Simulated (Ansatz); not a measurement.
Input and command of a calculation in Ansatz (plane waves; scalar-relativistic PAW potentials unless the input names others):

```yaml
crystal:
  lattice:
    - [5.1992085132, 0.0, 0.0]
    - [0.0, 5.2012013306, 0.0]
    - [0.0, 0.0, 2.7905674337]
  atoms:
    - { symbol: Sn, position: [0.5, 0.5, 0.5] }
    - { symbol: Sn, position: [0.0, 0.0, 0.0] }
    - { symbol: O, position: [0.3064962475, 0.3066616298, 0.0] }
    - { symbol: O, position: [0.8064962475, 0.1933383702, 0.5] }
    - { symbol: O, position: [0.1935037525, 0.8066616298, 0.5] }
    - { symbol: O, position: [0.6935037525, 0.6933383702, 0.0] }
basis:
  ecutwfc: 420
kpoints:
  mp_grid: { grid: [4, 4, 7] }
hamiltonian:
  xc: pbe
scf:
  occupations: { method: gaussian, width: 0.05 }
  algorithm: direct_min
output:
  forces: true
  eigenvalues: true
  stress: true
```

```bash
ansatz run input.yaml --threads 1 --pin off --max-ram 2560MiB --backend cpu --events-out ev --progress --plain --runs-dir out
```

Abridged log:
```
Basis set: ecut = 420 eV, 1473 PW (Γ), exchange–correlation on 72×72×40 points (8 copies of the dense FFT grid, shifted against one another)
Bands: 32, of which v1, the nominal top of the filled ones, is band 26 counted from 1 (25 counted from 0)
Symmetry: 8 space group operations
k-points: 36 of 112
SCF iter   1: F=—  HF=-14316.093919 eV  |F-HF|=—  |Δ(HF+E_count)|=         —  Δρ=2.21e-3  dr2=1.25e-3  ethr=1.77e-3  ⟨swp⟩=6.7  Hψ=5338  notcnv=0
SCF iter   2: F=—  HF=-14316.096982 eV  |F-HF|=—  |Δ(HF+E_count)|=   3.06e-3  Δρ=6.09e-4  dr2=1.80e-4  ethr=2.41e-6  ⟨swp⟩=5.1  Hψ=4043  notcnv=0  defer=11
SCF iter   3: F=—  HF=-14316.096941 eV  |F-HF|=—  |Δ(HF+E_count)|=   4.14e-5  Δρ=2.56e-4  dr2=3.10e-5  ethr=3.47e-7  ⟨swp⟩=4.1  Hψ=2771  notcnv=0  defer=8
SCF iter   4: F=—  HF=-14316.096933 eV  |F-HF|=—  |Δ(HF+E_count)|=   7.60e-6  Δρ=1.35e-5  dr2=1.28e-7  ethr=2.10e-10  ⟨swp⟩=5.1  Hψ=6324  notcnv=0  defer=2
SCF iter   5: F=-14316.096933 eV  HF=-14316.096933 eV  |F-HF|=2.90e-9  |Δ(HF+E_count)|=   5.79e-8  Δρ=2.10e-6  dr2=3.78e-9  ethr=2.10e-10  ⟨swp⟩=3.0  Hψ=2525  notcnv=0  defer=1
SCF 1 converged in 5 iterations: F = -14316.096933 eV  dr2 = 3.78e-9
  Residual-converged pass: ⟨swp⟩=3.1  Hψ=2773  notcnv=0  max |occ|·‖R‖ = 6.3e-6 eV (tolerance 6.7e-6 eV) dr2=4.19e-9  dr2_onsite=4.75e-11  max |Δocc| = 2.3e-99
SCF converged after 5 iterations
Stability not checked: this state was not tested for a lower state beside it, because a direct minimisation reached the state, and no test of it is asked (direct_minimisation; see scf.lower_state_search)
Free energy (F): -14316.096933 eV
Harris-Foulkes:  -14316.096933 eV  (|F-HF|=2.90e-9)
Internal energy: -14316.096933 eV  (E = F + TS)
E sigma→0 (E₀):  -14316.096933 eV
Fermi energy:    9.197190 eV
--- Forces (eV/Å), atoms counted from 1 ---
  atom   1  Sn     0.00000000     0.00000000     0.00000000
  atom   2  Sn     0.00000000     0.00000000     0.00000000
  atom   3  O     -0.31726095    -0.31709918     0.00000000
  atom   4  O     -0.31726095     0.31709918     0.00000000
  atom   5  O      0.31726095    -0.31709918     0.00000000
  atom   6  O      0.31726095     0.31709918     0.00000000
--- Stress (GPa, compression-positive) ---
       -4.070059       0.000000       0.000000
        0.000000      -4.098045       0.000000
        0.000000       0.000000      53.715049
  P = ⅓ Tr σ = 15.1823 GPa (151.823 kbar)
```

Apart from outputs and empty bands, the input differs from a reference run on usual settings in kpoints.mp_grid.grid: [6, 6, 10] → [4, 4, 7]; scf.algorithm: not typed → "direct_min". The reference, at the same geometry (not necessarily relaxed), gave pressure 15.18 GPa, largest force 0.449 eV/Å, gap on the mesh 1.46 eV. This run converged in 5 SCF iterations (reference: 6) with an energy at zero smearing 0.13 meV/atom above the reference's, pressure 15.18 GPa, largest force 0.449 eV/Å, gap on the mesh 1.46 eV. Its k mesh is looser than usual, yet energy, pressure and forces hardly moved.

It took 16 s on 1 thread of Arm Neoverse V2, on a shared host, peak memory 0.46 GiB.